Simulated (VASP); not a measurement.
An input for Ansatz (written as the equivalent of a VASP run, and not itself run):

Ansatz 0.2 input:
```yaml
crystal:
  lattice:
    - [4.4242313, 0.0000000, 0.0000000]
    - [0.0000000, 4.4242313, 0.0000000]
    - [0.0000000, 0.0000000, 2.8872588]
  atoms:
    - { symbol: Ge, position: [1.0000000, 1.0000000, 1.0000000] }
    - { symbol: Ge, position: [0.5000000, 0.5000000, 0.5000000] }
    - { symbol: O, position: [0.3062297, 0.3062297, 0.0000000] }
    - { symbol: O, position: [0.8062297, 0.1937703, 0.5000000] }
    - { symbol: O, position: [0.1937703, 0.8062297, 0.5000000] }
    - { symbol: O, position: [0.6937703, 0.6937703, 0.0000000] }
kpoints:
  mp_grid: { grid: [5, 5, 7] }
hamiltonian:
  xc: r2scan
  pseudopotentials: { kind: paw }
scf:
  occupations: { method: gaussian, width: 0.05 }
  max_iter: 100
relax:
  max_steps: 60
  f_tol: 0.02
  cell: {}
output: { forces: true, stress: true, eigenvalues: true }
```

Question: Translate this input to VASP (INCAR, KPOINTS, POSCAR, choice of POTCAR).

Answer: One answer among several that fit: 
File KPOINTS:
```
K-points
0
G
 5 5 7
0 0 0
```

INCAR:
```
ALGO = Normal
EDIFF = 1E-6
EDIFFG = -0.02
ENCUT = 520
IBRION = 2
ISIF = 3
ISMEAR = 0
LASPH = .True.
LCHARG = .False.
LMAXMIX = 4
LMIXTAU = .True.
LREAL = .False.
LWAVE = .False.
METAGGA = R2SCAN
NELM = 100
NSW = 60
PREC = Accurate
SIGMA = 0.05
SYSTEM = GeO2
```

**POSCAR**
```
GeO2
1
    4.4242313004    -0.0000000000     0.0000000000
   -0.0000000000     4.4242313004     0.0000000000
    0.0000000000     0.0000000000     2.8872588222
Ge O
2 4
Direct
  1.0000000000   1.0000000000   1.0000000000
  0.5000000000   0.5000000000   0.5000000000
  0.3062297070   0.3062297070   0.0000000000
  0.8062297070   0.1937702930   0.5000000000
  0.1937702930   0.8062297070   0.5000000000
  0.6937702930   0.6937702930   0.0000000000
```

POTCAR, in this order: Ge_d O (PBE.64 set). Program: vasp_std.

The two are equivalent in intent, not identical: each code has its own PAW files, so the cut-off isn't converted (ENCUT is set for VASP's; basis.ecutwfc is left out, and Ansatz then takes the one that its files recommend); Ansatz stops its SCF on the density residual and VASP on the energy change (EDIFF).

The compound is GeO2 in the rutile structure. This run relaxes it. Symmetry was kept, so distortions that lower it aren't found. The start is the result of an earlier pass.
